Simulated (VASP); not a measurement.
**MoS2: relaxation of the atoms with LDA**

The system is MoS2.

```
CELL_PARAMETERS angstrom
3.16900 0.00000 0.00000
-1.58450 2.74443 0.00000
0.00000 0.00000 12.32400
ATOMIC_POSITIONS crystal
Mo 0.33333 0.66667 0.25000
Mo 0.66667 0.33333 0.75000
S 0.33333 0.66667 0.62300
S 0.66667 0.33333 0.12300
S 0.33333 0.66667 0.87700
S 0.66667 0.33333 0.37700
```

```json
{"Program": "VASP 6.6.1", "Task": "relaxation of the atoms", "Functional": "LDA", "Potentials or basis": "VASP PAW LDA potentials, release 64 (Mo_sv, S)", "Cutoff": "520 eV", "k mesh": "12 × 12 × 3", "Occupations": "gaussian, width 0.05 eV", "Spin": "no spin polarisation", "Further INCAR settings": "ALGO = Fast; EDIFF = 1e-07; IBRION = 2; EDIFFG = -0.01; NSW = 60"}
```

- Energy gained by relaxing: 3.8 meV/atom
- Ionic steps: 3
- Pressure after relaxing: -3.2 GPa
- Band gap on the k mesh: 0.84 eV, indirect (least direct gap 1.62 eV)

Stress tensor (GPa, compression positive):
```
-4.25  0.00  0.00
 0.00 -4.25  0.00
 0.00  0.00 -1.08
```

Step by step:
```
step  energy change (eV)  largest force (eV/Å)  pressure (GPa)
   1              0.0000                0.4641           -5.55
   2             -0.0228                0.0413           -3.41
   3             -0.0230                0.0002           -3.20
```

Final structure:
```cif
data_structure
_symmetry_space_group_name_H-M 'P 1'
_symmetry_Int_Tables_number 1
_cell_length_a 3.1690
_cell_length_b 3.1690
_cell_length_c 12.3240
_cell_angle_alpha 90.000
_cell_angle_beta 90.000
_cell_angle_gamma 120.000
_cell_volume 107.18
loop_
_atom_site_label
_atom_site_type_symbol
_atom_site_fract_x
_atom_site_fract_y
_atom_site_fract_z
_atom_site_occupancy
Mo1 Mo 0.33333 0.66667 0.25000 1
Mo2 Mo 0.66667 0.33333 0.75000 1
S1 S 0.33333 0.66667 0.62499 1
S2 S 0.66667 0.33333 0.12499 1
S3 S 0.33333 0.66667 0.87501 1
S4 S 0.66667 0.33333 0.37501 1
```

Levels at points of the mesh, in eV from the valence-band top:
| k point | band 22 | band 23 | band 24 | band 25 | band 26 | band 27 | band 28 | band 29 | band 30 | band 31 |
| --- | --- | --- | --- | --- | --- | --- | --- | --- | --- | --- |
| (0.00, 0.00, 0.00) | -2.31 | -2.31 | -1.22 | -1.18 | 0.00 | 2.03 | 2.04 | 2.05 | 2.06 | 2.28 |
| (0.50, 0.00, 0.00) | -2.49 | -1.84 | -1.66 | -1.48 | -1.35 | 1.49 | 1.53 | 1.92 | 2.16 | 2.79 |

Wall time 100 s on 2 MPI ranks on Intel(R) Xeon(R) 6975P-C (Granite Rapids) (shared host), peak memory 0.24 GiB a rank.

The gap isn't set beside the measured one, since this odd mesh misses points on the zone boundary.

Caveat: an odd mesh through Γ misses points on the zone boundary, where band edges often lie.
